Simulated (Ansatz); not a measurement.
Wanted: the native input for an Ansatz 0.2.0 run.

| Quantity | Value |
| --- | --- |
| Task | single point |
| Functional | PBE |
| Potentials or basis | Ansatz PAW |
| Cutoff | 420 eV (not typed: the program's choice for these potentials) |
| k mesh | 12 × 12 × 7 |
| Occupations | gaussian, width 0.018 eV |
| Spin | collinear spin, ferromagnetic start |
| Starting moments | [1.0, 1.0] μB |

The system is Ni.

```
Ni
1.0
     2.44802    0.00000    0.00000
    -1.22401    2.12005    0.00000
     0.00000    0.00000    4.07281
Ni
2
Direct
  0.66667 0.33333 0.75000
  0.33333 0.66667 0.25000
```

This isn't the form of Ni at room conditions, which is fcc.

These files were run (other wordings do the same):

input.yaml

```yaml
crystal:
  lattice:
    - [2.4480228978, 0.0, 0.0]
    - [-1.2240114489, 2.1200500186, 0.0]
    - [0.0, 0.0, 4.07280757]
  atoms:
    - { symbol: Ni, position: [0.6666666667, 0.3333333333, 0.75], spin: 1.0 }
    - { symbol: Ni, position: [0.3333333333, 0.6666666667, 0.25], spin: 1.0 }
hamiltonian:
  xc: pbe
  pseudopotentials: { kind: paw }
magnetization:
  spin_polarized: true
kpoints:
  mp_grid: { grid: [12, 12, 7] }
scf:
  occupations: { method: gaussian, width: 0.018 }
output:
  forces: true
  stress: true
  eigenvalues: true
```

Potentials or basis: Ansatz PAW.

Launch:

```console
$ ansatz run input.yaml --threads 2 --pin off --max-ram 5632MiB --backend cpu --events-out ev --progress --plain --runs-dir out
```

It gave:

The pressure is 7.3 GPa, the band gap on the k mesh is none (metal or under the smearing width) and the net moment is 1.35 μB per cell. The absolute moment is 1.52 μB per cell and the site moments are Ni +0.71 μB.

Run time: 3.3 s on 2 threads of Arm Neoverse V2, on a shared host, peak memory 0.34 GiB.
